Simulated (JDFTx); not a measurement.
Si2Ni under changes of volume

One of the cells (13.166 Å³/atom); the others are scaled copies at fixed shape and fractional positions:

```
Ni Si
1.0
     0.00000    2.70300    2.70300
     2.70300    0.00000    2.70300
     2.70300    2.70300    0.00000
Ni Si
1 2
Direct
  0.00000 0.00000 0.00000
  0.75000 0.75000 0.75000
  0.25000 0.25000 0.25000
```

| Item | Value |
| --- | --- |
| Program | JDFTx 1.7.0 (patched build) |
| Functional | PBE |
| Potentials or basis | PseudoDojo-SR-PBE-0.5-standard |
| Cutoff | 1333 eV |
| Density cutoff | 10667 eV |
| k mesh | 9 × 9 × 9 |
| Occupations | fermi-dirac, width 0.05 eV |
| Spin | collinear spin, ferromagnetic start |
| Starting moments | [1.0, 0.0, 0.0] μB |

| volume (Å³/atom) | energy over the lowest point (meV/atom) | pressure (GPa) |
| --- | --- | --- |
| 12.376 | 49.47 | 14.9 |
| 12.639 | 28.26 | 10.9 |
| 12.902 | ? | ? |
| 13.166 | 4.04 | 3.9 |
| 13.429 | 0.00 | 0.8 |
| 13.692 | 0.76 | -1.9 |
| 13.956 | 5.90 | -4.4 |

**Question.** What does the run at 12.902 Å³/atom give?

**Answer.** Energy over the lowest point 13.30 meV/atom; pressure 7.2 GPa.

Worked out: A Birch-Murnaghan fit of order 3 (a polynomial in V^(-2/3)) to the other rows has its minimum at 13.52 Å³/atom with B0 = V·E''(V) = 145 GPa and B' = 3.6. It gives 13.31 meV/atom at 12.902 Å³/atom, against the run's 13.30, and -dE/dV = 7.3 GPa, against 7.2.

Energies are extrapolated to zero smearing.
